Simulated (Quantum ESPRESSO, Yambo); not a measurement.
# AgBr (Fm-3m): G0W0 with Yambo, start to end, part 2 of 3

How does a plane-wave GW calculation on AgBr (Fm-3m) run from the first input to the gap?

Quantum ESPRESSO 7.5 and Yambo 5.3.0; PBE and many-body steps on it, plane waves. Known limits of the many-body steps: not at the basis limit; d shell near the gap, gap tends to lie low; no spin-orbit coupling; coarse k mesh.

So far. Step 2 (Ground state): The gap is indirect, with the least direct gap 1.93 eV higher. Step 3 (Bands along the symmetry lines): The gap is 0.672 eV, as in the run before at this level.

The database entry behind the starting cell differs from later determinations by our own check (about 0.6 % short of the room-temperature cell), so it need not match the best structure at ambient conditions.

### 4. Empty states on the mesh, 4×4×4 mesh, 316 bands

Level of this step: DFT, PBE, plane waves, norm-conserving pseudopotentials (Quantum ESPRESSO).

The sums over transitions need many empty states on a uniform mesh; this step solves for them.

The input, pw.in:

```
&control
  calculation = 'nscf'
  prefix = 'x'
  outdir = 'o'
  pseudo_dir = 'pseudo'
/
&system
  ibrav = 0
  nat = 2
  ntyp = 2
  ecutwfc = 74.0
  nbnd = 316
  force_symmorphic = .true.
/
&electrons
  conv_thr = 1e-9
  electron_maxstep = 80
  diago_full_acc = .true.
  diago_thr_init = 5e-6
/
ATOMIC_SPECIES
  Ag 107.87 Ag.upf
  Br 79.904 Br.upf
CELL_PARAMETERS angstrom
  -0.0000000000 2.8701500000 2.8701500000
  2.8701500000 0.0000000000 2.8701500000
  2.8701500000 2.8701500000 0.0000000000
ATOMIC_POSITIONS crystal
  Ag 0.0000000000 0.0000000000 0.0000000000
  Br 0.5000000000 0.5000000000 0.5000000000
K_POINTS automatic
  4 4 4 0 0 0
```

The run is started by

```
> OMP_NUM_THREADS=1 mpirun -n 4 pw.x -nk 4 -in pw.in > pw.out
```

What it wrote:

```text
[banner, memory and clock lines left out]
Program PWSCF v.7.5 starts

     Atomic positions and unit cell read from directory:
     o/x.save/

     Message from routine setup:
     using ibrav=0 with symmetry is DISCOURAGED, use correct ibrav instead

     G-vector sticks info

     bravais-lattice index     =            0
     lattice parameter (alat)  =       7.6704  a.u.
     unit-cell volume          =     319.1100 (a.u.)^3
     number of atoms/cell      =            2
     number of atomic types    =            2
     number of electrons       =        26.00
     number of Kohn-Sham states=          316
     kinetic-energy cutoff     =      74.0000  Ry
     charge density cutoff     =     296.0000  Ry
     Exchange-correlation= PBE
                           (   1   4   3   4   0   0   0)

     celldm(1)=   7.670408  celldm(2)=   0.000000  celldm(3)=   0.000000
     celldm(4)=   0.000000  celldm(5)=   0.000000  celldm(6)=   0.000000

     crystal axes: (cart. coord. in units of alat)
               a(1) = (  -0.000000   0.707107   0.707107 )
               a(2) = (   0.707107   0.000000   0.707107 )
               a(3) = (   0.707107   0.707107   0.000000 )

     reciprocal axes: (cart. coord. in units 2 pi/alat)
               b(1) = ( -0.707107  0.707107  0.707107 )
               b(2) = (  0.707107 -0.707107  0.707107 )
               b(3) = (  0.707107  0.707107 -0.707107 )
     Pseudo is Norm-conserving + core correction, Zval = 19.0
     Generated using ONCVPSP code by D. R. Hamann
     Using radial grid of 1538 points,  6 beta functions with:
     Pseudo is Norm-conserving + core correction, Zval =  7.0
     Generated using ONCVPSP code by D. R. Hamann
     Using radial grid of 1098 points,  6 beta functions with:
     Ag               19.00   107.87000     Ag( 1.00)
     Br                7.00    79.90400     Br( 1.00)

     48 Sym. Ops., with inversion, found

   Cartesian axes

     site n.     atom                  positions (alat units)
         1        Ag     tau(   1) = (   0.0000000   0.0000000   0.0000000  )
         2        Br     tau(   2) = (   0.7071068   0.7071068   0.7071068  )

     number of k points=     8
                       cart. coord. in units 2pi/alat
        k(    1) = (   0.0000000   0.0000000   0.0000000), wk =   0.0312500
        k(    2) = (   0.1767767   0.1767767  -0.1767767), wk =   0.2500000
        k(    3) = (  -0.3535534  -0.3535534   0.3535534), wk =   0.1250000
[...]
k(    7) = (  -0.7071068   0.0000000   0.0000000), wk =   0.0937500
        k(    8) = (  -0.7071068   0.3535534   0.0000000), wk =   0.1875000

     Dense  grid:    27317 G-vectors     FFT dimensions: (  45,  45,  45)

     The potential is recalculated from file :
     o/x.save/charge-density

     Starting wfcs are   14 randomized atomic wfcs +  302 random wfcs

     Band Structure Calculation

     End of band structure calculation

          k = 0.0000 0.0000 0.0000 (  3479 PWs)   bands (ev):

   -81.9017 -45.4231 -45.4231 -45.4231  -6.8390   5.4480   5.4480   5.4480
     5.4486   5.4486   6.3128   6.3128   6.3128   8.9169  18.1717  18.1717
    18.1717  19.4245  20.0535  20.0535  20.0535  21.2695  21.2695  25.7469
[...]
[... 28 further rows ...]
[...]
196.4024 196.4400 196.4400 196.4400

          k = 0.1768 0.1768-0.1768 (  3428 PWs)   bands (ev):

[...]
[... 28 further rows ...]
[...]
197.3682 197.7412 197.7412 198.1680

          k =-0.3536-0.3536 0.3536 (  3426 PWs)   bands (ev):

[...]
67.7576  69.4947  69.4947  71.0535  74.0803  74.0803  75.3069  76.0115
     [... 28 further rows ...]
   194.6614 195.0688 196.2971 196.2971 196.5424 197.3470 197.3470 197.4728
   198.0389 198.0389 198.0511 198.3452

          k = 0.3536 0.0000 0.0000 (  3479 PWs)   bands (ev):

     [... further k-points ...]

     highest occupied, lowest unoccupied level (ev):     8.2447    8.9169

     XML data file, pseudopotentials, collected wavefunctions
```

Wall time 31 s (4 MPI ranks of Arm Neoverse V1, shared host); peak memory 0.6 GiB.

Numbers from this step:

- gap: 0.6721 eV
- k of the valence top: 0, 0, -0.5
- k of the conduction bottom: 0, 0, 0
- least direct gap: 2.604 eV
- k points computed: 8
- lowest point of the top converged band, above the valence top: 188.1953 eV

On this mesh the gap is 0.672 eV.

### 5. Conversion and set-up

This step: Yambo 5.3.0; conversion and set-up on PBE, plane waves, norm-conserving pseudopotentials.

The states are converted to the many-body program's format and the q mesh is built.

The run is started by

```
> (cd o/x.save; p2y > p2y.log; mv SAVE ../..); yambo > setup.log
```

What it wrote:

```text
 Yambo, version 5.3.0

 [02] CORE Variables Setup
 =========================

  [02.01] Unit cells
  ==================

  Cell kind             :  FCC
  Atoms in the cell     :  Ag  Br
  number of Ag atoms    :  1
  number of Br atoms    :  1

  List of atomic masses
  Mass of Ag    :  107.8700
  Mass of Br    :  79.90400

  List of atomic coordinates    : [cc]
  Ag1       :  0.000000  0.000000  0.000000  order 1
  Br1       :  5.423797  5.423797  5.423797  order 2

  Alat factors          :  5.423797  5.423797  5.423797 [a.u.]
  Direct lattice volume :  319.1100 [a.u.]
  Direct lattice vectors:  A[ 1 ]  A[ 2 ]  A[ 3 ]
   A[ 1 ]: -0.000000  1.000000  1.000000  [iru]
  -0.000000  5.423797  5.423797  [cc]
   A[ 2 ]:  1.000000  0.000000  1.000000  [iru]
   5.423797  0.000000  5.423797  [cc]
   A[ 3 ]:  1.000000  1.000000  0.000000  [iru]
   5.423797  5.423797  0.000000  [cc]

  Recip. lattice volume :  0.777319 [a.u.]
  Recip. lattice vectors:  B[ 1 ]  B[ 2 ]  B[ 3 ]
   B[ 1 ]: -0.500000  0.500000  0.500000  [iku]
  -0.579224  0.579224  0.579224  [cc]
   B[ 2 ]:  0.500000 -0.500000  0.500000  [iku]
   0.579224 -0.579224  0.579224  [cc]
   B[ 3 ]:  0.500000  0.500000 -0.500000  [iku]
   0.579224  0.579224 -0.579224  [cc]

  [02.02] Symmetries
  ==================

  Inversion symmetry    : yes
  Spatial inversion     : yes
  Inversion index       :  25
  K-space Time-reversal : no
  Magnetic symmetries   : no
  Group table correct   : yes
  Symmetries units      :  [cc]

   [S  1]:   1.0000     -0.32899E-17 -0.32899E-17 -0.32899E-17   1.0000      0.32899E-17  0.32899E-17  0.32899E-17   1.0000
   [S  2]:  -1.0000      0.32899E-17 -0.32899E-17  0.32899E-17  -1.0000      0.32899E-17 -0.32899E-17 -0.32899E-17   1.0000
   [S  3]:  -1.0000     -0.32899E-17  0.32899E-17  0.32899E-17   1.0000     -0.32899E-17 -0.32899E-17  0.32899E-17  -1.0000
[...]
[... 36 further rows ...]
   [S 47]: -0.32899E-17   1.0000      0.32899E-17  0.32899E-17 -0.32899E-17  -1.0000       1.0000      0.32899E-17 -0.32899E-17
   [S 48]: -0.32899E-17  -1.0000     -0.32899E-17  0.32899E-17  0.32899E-17   1.0000       1.0000     -0.32899E-17  0.32899E-17

  [02.03] Reciprocal space
  ========================

  nG shells         :  296
  nG charge         :  27317
  nG WFs            :   4210
  nC WFs            :   3479
  G-vecs. in first 29 shells:  [ Number ]
     1    9   15   27   51   59   65   89  113
    137   169   181   229   259   283   307   331   339
    387   411   459   531   537   561   609   645   701
    725   749
  ...
  Shell energy in first 29 shells:  [ mHa ]
    0.00000      503.250      671.000      1342.00      1845.25      2013.00      2684.00      3187.25      3355.00
    4026.00      4529.25      5368.00      5871.25      6039.00      6710.00      7213.25      7381.01      8052.01
[...]
BZ  K-points                                      :   64

  K/Q-points units:
  rlu = crystal or reduced units; cc = cartesian coordinates; iku = interal k-units

  K [1]          [rlu]:  0.000000  0.000000  0.000000
         WF components:   3479
  K [2]          [rlu]: -0.51475E-17 -0.51475E-17  0.25000
         WF components:   3428
  K [3]          [rlu]:  0.10295E-16  0.10295E-16 -0.50000
         WF components:   3426
  K [4]          [rlu]: -0.11010E-17  0.25000      0.25000
         WF components:   3479
  K [5]          [rlu]:  0.19239E-16  0.25000     -0.50000
         WF components:   3417
  [... 2 further k-points ...]
  K [8]          [rlu]:  0.250000 -0.500000 -0.250000
         WF components:   3400

  [02.05] Energies & Occupations
  ==============================

  [X] === General ===
  [X] Electronic Temperature                        :  0.000000  0.000000 [eV K]
  [X] Bosonic    Temperature                        :  0.000000  0.000000 [eV K]
  [X] Finite Temperature mode                       : no
  [X] El. density                                   :  0.54983E+24 [cm-3]
  [X] Fermi Level                                   :  8.244730 [eV]

  [X] === Gaps and Widths ===
  [X] Conduction Band Min                           :  0.672137 [eV]
  [X] Valence Band Max                              :  0.000000 [eV]
  [X] Filled Bands                                  :  13
  [X] Empty Bands                                   :   14  316
  [X] Direct Gap                                    :  2.604052 [eV]
  [X] Direct Gap localized at k                     :  1
  [X] Indirect Gap                                  :  0.672137 [eV]
  [X] Indirect Gap between kpts                     :  3  1
  [X] Last valence band width                       :  2.284236 [eV]
  [X] 1st conduction band width                     :  4.310377 [eV]

  E @ K [1]:  [eV]
  -90.14643 -53.66780 -53.66780 -53.66780 -15.08371  -2.79674  -2.79674  -2.79674
  -2.796081 -2.796081 -1.931915 -1.931915 -1.931915  0.672137  9.927000  9.927000
    9.92700  11.17978  11.80880  11.80880  11.80880  13.02472  13.02472  17.50216
[...]
occ @ K [1]
[...]
E @ K [2]:  [eV]
[...]
occ @ K [2]
[...]
E @ K [3]:  [eV]
[...]
occ @ K [3]
[...]
E @ K [4]:  [eV]
[...]
occ @ K [4]
[...]
E @ K [5]:  [eV]
[...]
occ @ K [5]
[...]
[... 2 further k-points ...]
  E @ K [8]:  [eV]
[...]
occ @ K [8]
[...]
0.000000  0.000000  0.000000  0.000000  0.000000  0.000000  0.000000  0.000000
   0.000000  0.000000  0.000000  0.000000  0.000000  0.000000  0.000000  0.000000

 [03] Transferred momenta grid and indexing
 ==========================================

 IBZ Q-points                                      :   8
 BZ  Q-points                                      :   64

 K/Q-points units:
 rlu = crystal or reduced units; cc = cartesian coordinates; iku = interal k-units

 Q [1]          [rlu]:  0.000000  0.000000  0.000000
 Q [2]          [rlu]:  0.11377E-17  0.11377E-17  0.25000
 Q [3]          [rlu]: -0.22755E-17 -0.22755E-17 -0.50000
[...]
Q [7]          [rlu]:  0.22019E-17 -0.50000     -0.50000
 Q [8]          [rlu]:  0.250000 -0.500000 -0.250000

  [03.01] X indexes
  =================

   [03.01.01] Sigma indexes
   ========================

 [06] Game Over & Game summary
```

It took 2.5 s on 1 MPI rank; peak memory 0.25 GiB.

(Part 2 of 3 ends here.)

[Paths, hosts, dates, memory and timing lines, banners, echoed tables and standing remarks are left out of the program output.]

[Logs are printed without paths, hosts, clocks, repeated set-up lines and the standing remarks that a program may print on its own settings, such as how far it seeks lower states.]

[Runs of the session that timed out or met a known fault of the program may be left out.]

[Hosts, paths, dates, database ids (printed as entryN), source tags and the programs' standing remarks are cut or masked in the printed files.]
